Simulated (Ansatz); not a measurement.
CuO:

```
CELL_PARAMETERS angstrom
0.00000 2.11656 2.11656
2.11656 0.00000 2.11656
2.11656 2.11656 0.00000
ATOMIC_POSITIONS crystal
Cu 0.02950 0.02810 0.90803
O 0.47050 0.47190 0.59197
```

The cell comes from a database or a generator and needn't be the stable form of this composition.

Program: Ansatz 0.2.0. Alike in all runs: potentials or basis Ansatz PAW; no spin polarisation; cell as given; smearing fermi-dirac 0.05 eV. Hardware: 2 threads of Arm Neoverse V1, on a shared host.

Question: Order these runs on this cell by their wall time, lowest first.
A. task single point; level PBE; k mesh 4 × 4 × 4; cutoff (eV) 420; mesh quality coarse
B. task band structure; level PBE+U; U Cu d U = 5.3 eV; k mesh 11 × 11 × 11; cutoff (eV) 420; points for each segment of the path 14; hubbard projectors ortho-atomic (the default); double counting fll (the default); mesh quality not flagged
C. task single point; level PBE; k mesh 11 × 11 × 11; cutoff (eV) 300; mesh quality not flagged
D. task single point; level PBE; k mesh 19 × 19 × 19; cutoff (eV) 420; mesh quality not flagged

Answer: A (0.81 s), C (6.6 s), B (23 s), D (50 s).

Caveats: some runs use coarse meshes; an odd number of electrons without spin polarisation forces a metal; a magnetic or distorted state may lie lower; the run has no spin polarisation, though such a crystal can be magnetic; U without spin polarisation on a metal has little footing (some runs).
